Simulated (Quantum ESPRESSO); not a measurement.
**TePt under changes of volume**

One of the cells (22.651 Å³/atom); the others are scaled copies at fixed shape and fractional positions:

```
Pt Te
1.0
     1.98157    1.14406    6.66103
    -1.98157    1.14406    6.66103
     0.00000   -2.28812    6.66103
Pt Te
2 2
Direct
  0.12967 0.12967 0.12967
  0.87033 0.87033 0.87033
  0.40200 0.40200 0.40200
  0.59800 0.59800 0.59800
```

- Program: Quantum ESPRESSO 7.5
- Functional: PBEsol
- Potentials or basis: GBRV 1.5 PBEsol
- Cutoff: 612 eV
- Density cutoff: 4898 eV
- k mesh: 8 × 8 × 8
- Occupations: fermi-dirac, width 0.05 eV
- Spin: no spin polarisation

```csv
volume (Å³/atom),energy over the lowest point (meV/atom),pressure (GPa),largest force (eV/Å)
21.292,48.54,10.8,1.268
21.745,22.79,7.1,0.930
22.198,?,?,?
22.651,0.00,0.8,0.443
23.104,0.79,-1.7,0.411
23.557,8.50,-4.0,0.380
24.010,22.27,-6.0,0.359
```

Task: What does the run at 22.198 Å³/atom give?

Result: Energy over the lowest point 6.98 meV/atom; pressure 3.8 GPa; largest force 0.621 eV/Å.

Worked out: A Birch-Murnaghan fit of order 3 (a polynomial in V^(-2/3)) to the other rows has its minimum at 22.83 Å³/atom with B0 = V·E''(V) = 132 GPa and B' = 5.2 at fixed shape and positions, which overstates the stiffness. It gives 6.99 meV/atom at 22.198 Å³/atom, against the run's 6.98, and -dE/dV = 4.0 GPa, against 3.8.

Energies are extrapolated to zero smearing.

Caveats: forces of over 1 eV/Å show positions far from the minimum, so gaps and moduli don't describe the material at rest (some runs).
